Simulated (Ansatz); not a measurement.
# BaZrO$_{3}$: enthalpy against pressure

BaZrO$_{3}$, Pm-3m, a = 4.181 Å. The structure is a Materials Project entry; whether it is the stable form wasn't checked. Ansatz: PBEsol, PAW, 420 eV, Γ-centred 6×6×6 mesh on 5 atoms, Gaussian smearing 0.02 eV; no spin polarisation. Cell and atoms are relaxed at each pressure, and no other structure is tried, so the rows at high pressure may lie past a change of phase. y is the enthalpy over the state at zero pressure; there V0 = 14.614 Å³/atom. The pressures are the targets, met within 0.05 GPa.

| P (GPa) | y (eV/atom) |
| --- | --- |
| -2.0 | -0.1836 |
| 0.0 | 0.0000 |
| 2.0 | 0.1813 |
| 5.0 | 0.4494 |
| 10.0 | ? |
| 20.0 | 1.7312 |
| 40.0 | 3.3246 |

Q: Fit y = c1 P + c2 P² + c3 P³ to the other rows, say what c1 and c2 mean, and predict the missing value.

A: Least squares on the rows shown. y = 0.091170 P − 0.00025975 P² + 1.4592×10⁻⁶ P³. Since dH/dP = V, c1 is V0: 0.091170 eV/GPa × 160.2 = 14.605 Å³ against 14.614; c2 = −V0/(2B0) gives B0 = 175 GPa, where a Birch–Murnaghan fit to the volumes of the same runs (not shown) gives 163 GPa: a cubic over this range folds the higher terms into c2. At P = 10.0 the fit asked for gives 0.8872 eV/atom. The run gave 0.8867 eV/atom, so the fit is 0.0005 eV/atom too high, a small miss on the scale of the series.

Symmetry holds off the tilts and polar distortions that many cubic perovskites undergo.

Cost: 7 runs of about 1.3 core-minutes in all, on AMD EPYC 7R43 (Zen 3) (shared hosts).